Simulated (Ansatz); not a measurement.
**Zinc, omega (AlB2-type) under revPBE: structure, energy and stiffness**

What does revPBE give for zinc in the omega (AlB2-type) structure? We solve it on a dense k-mesh, then scale the cell to 7 volumes from 88 to 112 % of the relaxed one and try a fit of the equation of state. Spin polarisation is left out. The k-meshes are 11×11×15 for the dense run; 9×9×13 for the volumes.

Computed with Ansatz 0.2.0 (DFT revPBE, plane waves (420 eV) with PAW, scalar-relativistic; the PAW data stem from PBE, with regenerated cores, unless a step says otherwise).

1 further run of the same task is left out (for a known fault of the program).

### 1 Starting point

The structure is hexagonal, space group P6/mmm (No. 191). Conventional cell: a = 4.538 Å, b = 4.538 Å, c = 2.715 Å, α = 90.00°, β = 90.00°, γ = 120.00°. Around Zn (site symmetry 6/mmm) lie 14 Zn at 2.71 to 2.95 Å. Zn (site symmetry -6m2) has 11 Zn at 2.62 to 2.95 Å as nearest neighbours.

Structure file:

```
CELL_PARAMETERS angstrom
4.53809 0.00000 0.00000
-2.26904 3.93010 0.00000
0.00000 0.00000 2.71456
ATOMIC_POSITIONS crystal
Zn 0.00000 0.00000 0.00000
Zn 0.33333 0.66667 0.50000
Zn 0.66667 0.33333 0.50000
```

### 2 The energy on a finer k-mesh

File input.yaml:

```yaml
crystal:
  lattice:
    - [4.5380869089, 0.0, 0.0]
    - [-2.2690434544, 3.9300985477, 0.0]
    - [0.0, 0.0, 2.7145614707]
  atoms:
    - { symbol: Zn, position: [0.0, 0.0, 1.0] }
    - { symbol: Zn, position: [0.3333333333, 0.6666666667, 0.5] }
    - { symbol: Zn, position: [0.6666666667, 0.3333333333, 0.5] }
hamiltonian:
  xc: revpbe
  pseudopotentials:
    kind: paw
    azcp:
      Zn: "pseudopotentials/Zn.paw.azcp"
basis:
  ecutwfc: 420
  fft_grid_basis: typed
kpoints:
  mp_grid: { grid: [11, 11, 15], shift: [0, 0, 0] }
magnetization:
  spin_polarized: false
scf:
  occupations: { method: fermi_dirac, width: 0.1 }
```

Started as:

```bash
$ ansatz run input.yaml --threads 2 --pin off --max-ram 5120MiB --backend cpu --events-out ev --progress --plain --runs-dir out
```

The program printed, cut to the lines that bear on the results:

```text
Warning: RAYON_NUM_THREADS=2 ignored (pool sized by the plan → 2); use --threads N
[...]
Pseudopotentials: kind: paw
Pseudopotential: Zn, paw, valence charge 12, recommended cutoff 420 eV (normal), <dir>
Functional definition: revPBE
[...]
Crystal: 3 atoms, lattice volume = 48.415 Å³
Basis set: ecut = 420 eV, 951 PW (Γ)
Bands: 22, of which v1, the nominal top of the filled ones, is band 18 counted from 1 (17 counted from 0)
Symmetry: 24 space group operations
Space group: P6/mmm (ITA 191), of the structure as read, at distance tolerance 3.6e-5 Å
k-points: 128 of 1815
[...]
SCF iter   1: F=—  HF=-9968.403357 eV  |F-HF|=—  |Δ(HF+E_count)|=         —  Δρ=5.80e-3  dr2=7.96e-3  ethr=1.77e-3  ⟨swp⟩=5.7  Hψ=12553  notcnv=0
[...]
SCF iter   7: F=-9968.400603 eV  HF=-9968.400603 eV  |F-HF|=5.08e-8  |Δ(HF+E_count)|=   2.17e-8  Δρ=1.17e-5  dr2=3.73e-8  ethr=2.78e-10  ⟨swp⟩=3.0  Hψ=7772  notcnv=0
[...]
SCF converged after 7 iterations
Free energy (F): -9968.400603 eV
[...]
E sigma→0 (E₀):  -9968.383367 eV
Entropy (-TS):   -0.034473 eV (-11.491 meV/atom)
Fermi energy:    10.362011 eV
[...]
```

It took 4.4 s on 2 threads of Arm Neoverse V1, shared host; peak memory 0.37 GiB.

### 3 Equation of state: 88 %

input.yaml: that of step 2 with these lines changed.

```diff
@@ -2,5 +2,5 @@
   lattice:
-    - [4.5380869089, 0.0, 0.0]
-    - [-2.2690434544, 3.9300985477, 0.0]
-    - [0.0, 0.0, 2.7145614707]
+    - [4.3487759457, 0.0, 0.0]
+    - [-2.1743879728, 3.7661504443, 0.0]
+    - [0.0, 0.0, 2.6013207468]
   atoms:
@@ -19,3 +19,3 @@
 kpoints:
-  mp_grid: { grid: [11, 11, 15], shift: [0, 0, 0] }
+  mp_grid: { grid: [9, 9, 13], shift: [0, 0, 0] }
 magnetization:
@@ -24 +24,4 @@
   occupations: { method: fermi_dirac, width: 0.1 }
+  lower_state_search: "off"
+output:
+  stress: true
```

Started as:

```bash
$ ansatz run input.yaml --threads 2 --pin off --max-ram 5120MiB --backend cpu --events-out ev --progress --plain --runs-dir out
```

The program printed, cut to the lines that bear on the results:

```text
Warning: RAYON_NUM_THREADS=2 ignored (pool sized by the plan → 2); use --threads N
[...]
Pseudopotentials: kind: paw
Pseudopotential: Zn, paw, valence charge 12, recommended cutoff 420 eV (normal), <dir>
Functional definition: revPBE
[...]
Crystal: 3 atoms, lattice volume = 42.605 Å³
Basis set: ecut = 420 eV, 855 PW (Γ)
Bands: 22, of which v1, the nominal top of the filled ones, is band 18 counted from 1 (17 counted from 0)
Symmetry: 24 space group operations
Space group: P6/mmm (ITA 191), of the structure as read, at distance tolerance 3.5e-5 Å
k-points: 84 of 1053
[...]
SCF iter   1: F=—  HF=-9968.252281 eV  |F-HF|=—  |Δ(HF+E_count)|=         —  Δρ=5.09e-3  dr2=4.96e-3  ethr=1.77e-3  ⟨swp⟩=5.1  Hψ=7924  notcnv=0
[...]
SCF iter   6: F=-9968.251359 eV  HF=-9968.251358 eV  |F-HF|=9.96e-8  |Δ(HF+E_count)|=   6.97e-7  Δρ=1.96e-5  dr2=8.77e-8  ethr=2.78e-10  ⟨swp⟩=2.9  Hψ=7893  notcnv=0
[...]
SCF converged after 6 iterations
Free energy (F): -9968.251359 eV
[...]
E sigma→0 (E₀):  -9968.239466 eV
Entropy (-TS):   -0.023786 eV (-7.929 meV/atom)
Fermi energy:    12.397527 eV
[...]
--- Stress (GPa, compression-positive) ---
        9.316431      -0.000000       0.000000
       -0.000000       9.316431       0.000000
        0.000000       0.000000      11.205783
  P = ⅓ Tr σ = 9.9462 GPa (99.462 kbar)
```

Wall time 2.7 s (2 threads of Arm Neoverse V1, shared host); peak memory 0.34 GiB.

### 4 Equation of state: 92 %

input.yaml: that of step 3 with these lines changed.

```diff
@@ -2,5 +2,5 @@
   lattice:
-    - [4.3487759457, 0.0, 0.0]
-    - [-2.1743879728, 3.7661504443, 0.0]
-    - [0.0, 0.0, 2.6013207468]
+    - [4.41369262, 0.0, 0.0]
+    - [-2.20684631, 3.8223699334, 0.0]
+    - [0.0, 0.0, 2.6401521545]
   atoms:
```

Started as:

```bash
$ ansatz run input.yaml --threads 2 --pin off --max-ram 5120MiB --backend cpu --events-out ev --progress --plain --runs-dir out
```

The program printed, cut to the lines that bear on the results:

```text
Warning: RAYON_NUM_THREADS=2 ignored (pool sized by the plan → 2); use --threads N
[...]
Pseudopotentials: kind: paw
Pseudopotential: Zn, paw, valence charge 12, recommended cutoff 420 eV (normal), <dir>
Functional definition: revPBE
[...]
Crystal: 3 atoms, lattice volume = 44.541 Å³
Basis set: ecut = 420 eV, 903 PW (Γ)
Bands: 22, of which v1, the nominal top of the filled ones, is band 18 counted from 1 (17 counted from 0)
Symmetry: 24 space group operations
Space group: P6/mmm (ITA 191), of the structure as read, at distance tolerance 3.5e-5 Å
k-points: 84 of 1053
[...]
SCF iter   1: F=—  HF=-9968.345882 eV  |F-HF|=—  |Δ(HF+E_count)|=         —  Δρ=5.22e-3  dr2=5.53e-3  ethr=1.77e-3  ⟨swp⟩=5.3  Hψ=8033  notcnv=0
[...]
SCF iter   6: F=-9968.344746 eV  HF=-9968.344746 eV  |F-HF|=7.59e-8  |Δ(HF+E_count)|=   8.84e-7  Δρ=1.61e-5  dr2=7.12e-8  ethr=2.78e-10  ⟨swp⟩=3.1  Hψ=8438  notcnv=0
[...]
SCF converged after 6 iterations
Free energy (F): -9968.344746 eV
[...]
E sigma→0 (E₀):  -9968.331777 eV
Entropy (-TS):   -0.025938 eV (-8.646 meV/atom)
Fermi energy:    11.655996 eV
[...]
--- Stress (GPa, compression-positive) ---
        5.145525      -0.000000       0.000000
       -0.000000       5.145525       0.000000
        0.000000       0.000000       6.777932
  P = ⅓ Tr σ = 5.6897 GPa (56.897 kbar)
```

It took 2.8 s on 2 threads of Arm Neoverse V1, shared host; peak memory 0.33 GiB.

### 5 Equation of state: 96 %

input.yaml: that of step 4 with these lines changed.

```diff
@@ -2,5 +2,5 @@
   lattice:
-    - [4.41369262, 0.0, 0.0]
-    - [-2.20684631, 3.8223699334, 0.0]
-    - [0.0, 0.0, 2.6401521545]
+    - [4.4767538916, 0.0, 0.0]
+    - [-2.2383769458, 3.8769825966, 0.0]
+    - [0.0, 0.0, 2.6778737102]
   atoms:
@@ -27 +27,5 @@
   stress: true
+  write_density: true
+  write_potential: true
+  elf: true
+  volumetric_format: npy
```

Started as:

```bash
$ ansatz run input.yaml --threads 2 --pin off --max-ram 5120MiB --backend cpu --events-out ev --progress --plain --runs-dir out
```

The program printed, cut to the lines that bear on the results:

```text
Warning: RAYON_NUM_THREADS=2 ignored (pool sized by the plan → 2); use --threads N
[...]
Pseudopotentials: kind: paw
Pseudopotential: Zn, paw, valence charge 12, recommended cutoff 420 eV (normal), <dir>
Functional definition: revPBE
[...]
Crystal: 3 atoms, lattice volume = 46.478 Å³
Basis set: ecut = 420 eV, 927 PW (Γ)
Bands: 22, of which v1, the nominal top of the filled ones, is band 18 counted from 1 (17 counted from 0)
Symmetry: 24 space group operations
Space group: P6/mmm (ITA 191), of the structure as read, at distance tolerance 3.6e-5 Å
k-points: 84 of 1053
[...]
SCF iter   1: F=—  HF=-9968.394535 eV  |F-HF|=—  |Δ(HF+E_count)|=         —  Δρ=5.41e-3  dr2=6.37e-3  ethr=1.77e-3  ⟨swp⟩=5.6  Hψ=8229  notcnv=0
[...]
SCF iter   7: F=-9968.392839 eV  HF=-9968.392839 eV  |F-HF|=3.62e-9  |Δ(HF+E_count)|=   4.57e-8  Δρ=2.44e-6  dr2=1.50e-9  ethr=2.78e-10  ⟨swp⟩=8.0  Hψ=12263  notcnv=0
[...]
SCF converged after 7 iterations
Free energy (F): -9968.392839 eV
[...]
E sigma→0 (E₀):  -9968.378754 eV
Entropy (-TS):   -0.028171 eV (-9.390 meV/atom)
Fermi energy:    10.981539 eV
[...]
--- Stress (GPa, compression-positive) ---
        1.943623       0.000000       0.000000
        0.000000       1.943623       0.000000
        0.000000       0.000000       3.361523
  P = ⅓ Tr σ = 2.4163 GPa (24.163 kbar)
--- Band table (eV; the first three rows and the last of 84) ---
  k-point 0: bands = ["0.6438", "2.6302", "3.0827", "3.1454", "3.1921", "3.1921", "3.2769", "3.2769", "3.3902", "3.3902", "3.5800", "3.5800", "3.5925", "3.5925", "3.9442", "3.9442", "11.5783", "11.5783", "11.6290", "11.6290", "11.7119", "11.8778"]
[...]
```

It took 4 s on 2 threads of Arm Neoverse V1, shared host; peak memory 0.35 GiB.

Density in a lattice plane of the grid's cell (edges 4.48 and 4.48 Å, at 0.500 of the third edge), which holds Zn.

Ten even steps from ' ' (0.14 e/Å³) to '@' (38.84 e/Å³):
```
                                                
                                                
                                                
                                                
              ..----::..                        
            ..++%%##--..                        
            --%%@@**::                          
          ..--++==::                            
            ......                              
                                                
                                ......          
                              ::==++--..        
                            ::**@@%%--          
                          ..--##%%++..          
                          ..::----..            
                                                
                                                
                                                
                                                
                                                
```
Columns run along the first of these edges and rows up along the second, over one cell in 24 and 20 even steps from the bottom left corner. Atoms in the plane (fractional): Zn at (0.33, 0.67), Zn at (0.67, 0.33).

ELF in the same plane.

Values, 12 rows by 12 columns:
```
0.32 0.33 0.32 0.30 0.23 0.23 0.22 0.23 0.30 0.32 0.33 0.32
0.33 0.32 0.27 0.21 0.16 0.11 0.16 0.21 0.27 0.32 0.33 0.33
0.33 0.30 0.21 0.10 0.01 0.01 0.11 0.21 0.29 0.33 0.32 0.32
0.33 0.23 0.16 0.01 0.00 0.01 0.16 0.24 0.33 0.29 0.27 0.30
0.31 0.23 0.11 0.01 0.01 0.11 0.23 0.29 0.24 0.21 0.21 0.23
0.30 0.22 0.16 0.11 0.16 0.23 0.27 0.23 0.16 0.11 0.16 0.22
0.31 0.23 0.21 0.21 0.24 0.29 0.23 0.11 0.01 0.01 0.11 0.23
0.33 0.30 0.27 0.29 0.33 0.24 0.16 0.01 0.00 0.01 0.16 0.23
0.33 0.32 0.32 0.33 0.29 0.21 0.11 0.01 0.01 0.10 0.21 0.30
0.33 0.33 0.33 0.32 0.27 0.21 0.16 0.11 0.16 0.21 0.27 0.32
0.32 0.32 0.33 0.32 0.30 0.23 0.22 0.23 0.23 0.30 0.32 0.33
0.31 0.32 0.33 0.33 0.33 0.31 0.30 0.31 0.33 0.33 0.33 0.32
```
Columns run along the first of these edges and rows up along the second, over one cell in 12 and 12 even steps from the bottom left corner. Atoms in the plane (fractional): Zn at (0.33, 0.67), Zn at (0.67, 0.33).

Both are smooth fields of the valence electrons: close to the nuclei they are not physical.

### 6 Equation of state: 100 %

input.yaml: that of step 5 with these lines changed.

```diff
@@ -2,5 +2,5 @@
   lattice:
-    - [4.4767538916, 0.0, 0.0]
-    - [-2.2383769458, 3.8769825966, 0.0]
-    - [0.0, 0.0, 2.6778737102]
+    - [4.5380869089, 0.0, 0.0]
+    - [-2.2690434544, 3.9300985477, 0.0]
+    - [0.0, 0.0, 2.7145614707]
   atoms:
@@ -27,5 +27 @@
   stress: true
-  write_density: true
-  write_potential: true
-  elf: true
-  volumetric_format: npy
```

Started as:

```bash
$ ansatz run input.yaml --threads 2 --pin off --max-ram 5120MiB --backend cpu --events-out ev --progress --plain --runs-dir out
```

The program printed, cut to the lines that bear on the results:

```text
Warning: RAYON_NUM_THREADS=2 ignored (pool sized by the plan → 2); use --threads N
[...]
Pseudopotentials: kind: paw
Pseudopotential: Zn, paw, valence charge 12, recommended cutoff 420 eV (normal), <dir>
Functional definition: revPBE
[...]
Crystal: 3 atoms, lattice volume = 48.415 Å³
Basis set: ecut = 420 eV, 951 PW (Γ)
Bands: 22, of which v1, the nominal top of the filled ones, is band 18 counted from 1 (17 counted from 0)
Symmetry: 24 space group operations
Space group: P6/mmm (ITA 191), of the structure as read, at distance tolerance 3.6e-5 Å
k-points: 84 of 1053
[...]
SCF iter   1: F=—  HF=-9968.408749 eV  |F-HF|=—  |Δ(HF+E_count)|=         —  Δρ=5.73e-3  dr2=7.63e-3  ethr=1.77e-3  ⟨swp⟩=5.8  Hψ=8256  notcnv=0
[...]
SCF iter   7: F=-9968.406168 eV  HF=-9968.406168 eV  |F-HF|=4.15e-8  |Δ(HF+E_count)|=   9.46e-9  Δρ=1.06e-5  dr2=3.03e-8  ethr=2.78e-10  ⟨swp⟩=4.8  Hψ=7580  notcnv=0
[...]
SCF converged after 7 iterations
Free energy (F): -9968.406168 eV
[...]
E sigma→0 (E₀):  -9968.391070 eV
Entropy (-TS):   -0.030195 eV (-10.065 meV/atom)
Fermi energy:    10.365040 eV
[...]
--- Stress (GPa, compression-positive) ---
       -0.494513      -0.000000       0.000000
       -0.000000      -0.494513       0.000000
        0.000000       0.000000       0.726155
  P = ⅓ Tr σ = -0.0876 GPa (-0.876 kbar)
```

Run time: 3.6 s. Hardware: 2 threads of Arm Neoverse V1, shared host; peak memory 0.34 GiB.

### 7 Equation of state: 104 %

input.yaml: that of step 6 with these lines changed.

```diff
@@ -2,5 +2,5 @@
   lattice:
-    - [4.5380869089, 0.0, 0.0]
-    - [-2.2690434544, 3.9300985477, 0.0]
-    - [0.0, 0.0, 2.7145614707]
+    - [4.5978054271, 0.0, 0.0]
+    - [-2.2989027135, 3.9818163015, 0.0]
+    - [0.0, 0.0, 2.7502834813]
   atoms:
```

Started as:

```bash
$ ansatz run input.yaml --threads 2 --pin off --max-ram 5120MiB --backend cpu --events-out ev --progress --plain --runs-dir out
```

The program printed, cut to the lines that bear on the results:

```text
Warning: RAYON_NUM_THREADS=2 ignored (pool sized by the plan → 2); use --threads N
[...]
Pseudopotentials: kind: paw
Pseudopotential: Zn, paw, valence charge 12, recommended cutoff 420 eV (normal), <dir>
Functional definition: revPBE
[...]
Crystal: 3 atoms, lattice volume = 50.351 Å³
Basis set: ecut = 420 eV, 963 PW (Γ)
Bands: 22, of which v1, the nominal top of the filled ones, is band 18 counted from 1 (17 counted from 0)
Symmetry: 24 space group operations
Space group: P6/mmm (ITA 191), of the structure as read, at distance tolerance 3.7e-5 Å
k-points: 84 of 1053
[...]
SCF iter   1: F=—  HF=-9968.396241 eV  |F-HF|=—  |Δ(HF+E_count)|=         —  Δρ=6.04e-3  dr2=9.05e-3  ethr=1.77e-3  ⟨swp⟩=6.0  Hψ=18359  notcnv=0  defer=17
[...]
SCF iter   7: F=-9968.393025 eV  HF=-9968.393025 eV  |F-HF|=1.50e-8  |Δ(HF+E_count)|=   8.61e-8  Δρ=7.43e-6  dr2=1.54e-8  ethr=2.78e-10  ⟨swp⟩=4.9  Hψ=8086  notcnv=0
[...]
SCF converged after 7 iterations
Free energy (F): -9968.393025 eV
[...]
E sigma→0 (E₀):  -9968.377102 eV
Entropy (-TS):   -0.031845 eV (-10.615 meV/atom)
Fermi energy:    9.798207 eV
[...]
--- Stress (GPa, compression-positive) ---
       -2.352019      -0.000000       0.000000
       -0.000000      -2.352019       0.000000
        0.000000       0.000000      -1.310033
  P = ⅓ Tr σ = -2.0047 GPa (-20.047 kbar)
```

Run time: 3.9 s. Hardware: 2 threads of Arm Neoverse V1, shared host; peak memory 0.36 GiB.

### 8 Equation of state: 108 %

input.yaml: that of step 7 with these lines changed.

```diff
@@ -2,5 +2,5 @@
   lattice:
-    - [4.5978054271, 0.0, 0.0]
-    - [-2.2989027135, 3.9818163015, 0.0]
-    - [0.0, 0.0, 2.7502834813]
+    - [4.6560116749, 0.0, 0.0]
+    - [-2.3280058374, 4.0322243908, 0.0]
+    - [0.0, 0.0, 2.7851008924]
   atoms:
@@ -27 +27,5 @@
   stress: true
+  write_density: true
+  write_potential: true
+  elf: true
+  volumetric_format: npy
```

Started as:

```bash
$ ansatz run input.yaml --threads 2 --pin off --max-ram 5120MiB --backend cpu --events-out ev --progress --plain --runs-dir out
```

The program printed, cut to the lines that bear on the results:

```text
Warning: RAYON_NUM_THREADS=2 ignored (pool sized by the plan → 2); use --threads N
[...]
Pseudopotentials: kind: paw
Pseudopotential: Zn, paw, valence charge 12, recommended cutoff 420 eV (normal), <dir>
Functional definition: revPBE
[...]
Crystal: 3 atoms, lattice volume = 52.288 Å³
Basis set: ecut = 420 eV, 1023 PW (Γ)
Bands: 22, of which v1, the nominal top of the filled ones, is band 18 counted from 1 (17 counted from 0)
Symmetry: 24 space group operations
Space group: P6/mmm (ITA 191), of the structure as read, at distance tolerance 3.7e-5 Å
k-points: 84 of 1053
[...]
SCF iter   1: F=—  HF=-9968.363413 eV  |F-HF|=—  |Δ(HF+E_count)|=         —  Δρ=5.94e-3  dr2=9.16e-3  ethr=1.77e-3  ⟨swp⟩=5.7  Hψ=8093  notcnv=0
[...]
SCF iter   7: F=-9968.359585 eV  HF=-9968.359585 eV  |F-HF|=8.54e-9  |Δ(HF+E_count)|=   1.73e-8  Δρ=5.77e-6  dr2=9.16e-9  ethr=2.78e-10  ⟨swp⟩=8.5  Hψ=12893  notcnv=0
[...]
SCF converged after 7 iterations
Free energy (F): -9968.359585 eV
[...]
E sigma→0 (E₀):  -9968.343031 eV
Entropy (-TS):   -0.033108 eV (-11.036 meV/atom)
Fermi energy:    9.274320 eV
[...]
--- Stress (GPa, compression-positive) ---
       -3.757820       0.000000       0.000000
        0.000000      -3.757820       0.000000
        0.000000       0.000000      -2.870158
  P = ⅓ Tr σ = -3.4619 GPa (-34.619 kbar)
--- Band table (eV; the first three rows and the last of 84) ---
  k-point 0: bands = ["-0.1101", "1.3970", "1.7545", "1.7995", "1.8569", "1.8569", "1.9344", "1.9344", "1.9973", "1.9973", "2.1458", "2.1458", "2.1589", "2.1589", "2.4377", "2.4377", "9.6759", "9.8426", "10.0063", "10.0063", "10.0705", "10.0705"]
[...]
```

It took 4.3 s on 2 threads of Arm Neoverse V1, shared host; peak memory 0.36 GiB.

### 9 Equation of state: 112 %

input.yaml: that of step 8 with these lines changed.

```diff
@@ -2,5 +2,5 @@
   lattice:
-    - [4.6560116749, 0.0, 0.0]
-    - [-2.3280058374, 4.0322243908, 0.0]
-    - [0.0, 0.0, 2.7851008924]
+    - [4.7127979016, 0.0, 0.0]
+    - [-2.3563989508, 4.0814027057, 0.0]
+    - [0.0, 0.0, 2.8190688851]
   atoms:
@@ -27,5 +27 @@
   stress: true
-  write_density: true
-  write_potential: true
-  elf: true
-  volumetric_format: npy
```

Started as:

```bash
$ ansatz run input.yaml --threads 2 --pin off --max-ram 5120MiB --backend cpu --events-out ev --progress --plain --runs-dir out
```

The program printed, cut to the lines that bear on the results:

```text
Warning: RAYON_NUM_THREADS=2 ignored (pool sized by the plan → 2); use --threads N
[...]
Pseudopotentials: kind: paw
Pseudopotential: Zn, paw, valence charge 12, recommended cutoff 420 eV (normal), <dir>
Functional definition: revPBE
[...]
Crystal: 3 atoms, lattice volume = 54.224 Å³
Basis set: ecut = 420 eV, 1047 PW (Γ)
Bands: 22, of which v1, the nominal top of the filled ones, is band 18 counted from 1 (17 counted from 0)
Symmetry: 24 space group operations
Space group: P6/mmm (ITA 191), of the structure as read, at distance tolerance 3.8e-5 Å
k-points: 84 of 1053
[...]
SCF iter   1: F=—  HF=-9968.314904 eV  |F-HF|=—  |Δ(HF+E_count)|=         —  Δρ=5.93e-3  dr2=9.61e-3  ethr=1.77e-3  ⟨swp⟩=5.5  Hψ=8015  notcnv=0
[...]
SCF iter   7: F=-9968.310795 eV  HF=-9968.310795 eV  |F-HF|=3.45e-8  |Δ(HF+E_count)|=   7.08e-8  Δρ=1.07e-5  dr2=3.50e-8  ethr=2.78e-10  ⟨swp⟩=4.2  Hψ=6802  notcnv=0
[...]
SCF converged after 7 iterations
Free energy (F): -9968.310795 eV
[...]
E sigma→0 (E₀):  -9968.293761 eV
Entropy (-TS):   -0.034070 eV (-11.357 meV/atom)
Fermi energy:    8.788253 eV
[...]
--- Stress (GPa, compression-positive) ---
       -4.808478      -0.000000       0.000000
       -0.000000      -4.808478       0.000000
        0.000000       0.000000      -4.053694
  P = ⅓ Tr σ = -4.5569 GPa (-45.569 kbar)
```

Run time: 3.1 s. Hardware: 2 threads of Arm Neoverse V1, shared host; peak memory 0.35 GiB.

### 10 Energy and pressure against volume

The cell was scaled evenly, with its shape and the fractional positions fixed.

| V (Å³/atom) | E − E₀ (meV/atom) | P from the stress (GPa) | P from the fit (GPa) |
| --- | --- | --- | --- |
| 14.202 | 50.6 | 9.95 | 9.87 |
| 14.847 | 19.8 | 5.69 | 5.59 |
| 15.493 | 4.1 | 2.42 | 2.33 |
| 16.138 | 0.0 | -0.09 | -0.17 |
| 16.784 | 4.7 | -2.00 | -2.07 |
| 17.429 | 16.1 | -3.46 | -3.51 |
| 18.075 | 32.5 | -4.56 | -4.59 |

A third-order Birch-Murnaghan fit gives V₀ = 16.089 Å³/atom, B₀ = 55 GPa and B₀′ = 5.8; it misses no point by more than 0.01 meV/atom.

The fit is made to E(σ → 0), while the stress belongs to the free energy F; that is one source of the offset between the two pressures.

### 11 Summary of results

```
                      quantity                                   value
space group (spins left aside)                        P6/mmm (No. 191)
             conventional cell  a = 4.538 Å, c = 2.715 Å (c/a = 0.598)
                        volume                          16.138 Å³/atom
             shortest distance                                 2.620 Å
               gap on the mesh            none (levels filled in part)
               relative to hcp                            +91 meV/atom
                   V₀, B₀, B₀′             16.089 Å³/atom, 55 GPa, 5.8
```

It lies 91 meV/atom above the element's reference form at the same level (hcp, from a run of its own). No gap shows: it is a metal or semimetal at this level. The fitted modulus is 55 GPa; letting shape and positions relax at each volume could only lower it.
